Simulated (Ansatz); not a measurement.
**Cutoff convergence: HgSe**

System: HgSe (zinc blende type, first atom moved by 0.06 Å along [111]), 2 atoms in the cell.

```xyz
2
Lattice="0.0000 3.1350 3.1350 3.1350 0.0000 3.1350 3.1350 3.1350 0.0000" Properties=species:S:1:pos:R:3 pbc="T T T"
Hg    0.0346    0.0346    0.0346
Se    1.5675    1.5675    1.5675
```

Computed with HSE06, plane waves, PAW datasets (generated soft set 1) in Ansatz 0.2.0 development build.

Exchange singularity: Wigner-Seitz; k-mesh 4×4×4 Γ-centred; Fermi–Dirac smearing of 0.1 eV; no spin polarisation; no spin–orbit coupling.

Cutoffs run: 280, 300, 320, 340, 380, 420, 480, 560 eV. At 560 eV the pressure at a fixed basis is -1.66 GPa and the rms force 0.163 eV/Å.

(1) From which of these cutoffs on do the forces lie within 10 meV/Å (rms) of the highest one?

(2) What pressure at a fixed basis does the 280 eV run show?

(3) Give the whole series.

Results:

(1) Even the lowest tried, 280 eV, does.

(2) -11.20 GPa. An incomplete basis pulls the printed pressure down.

(3) 
```csv
cutoff (eV),E − E(top) (meV/atom),pressure at fixed basis (GPa),corrected pressure (GPa),rms force change (meV/Å)
280,193.9,-11.20,-1.36,5.3
300,62.9,-5.24,-1.51,2.1
320,19.0,-2.77,-1.60,1.5
340,7.3,-1.92,-1.62,0.8
380,4.1,-1.67,-1.64,0.3
420,2.6,-1.70,-1.64,0.1
480,0.7,-1.68,-1.65,0.0
560,0.0,-1.66,-1.65,0.0
```

The k-mesh is coarse, so these values belong to this mesh and can lie far from the converged ones.
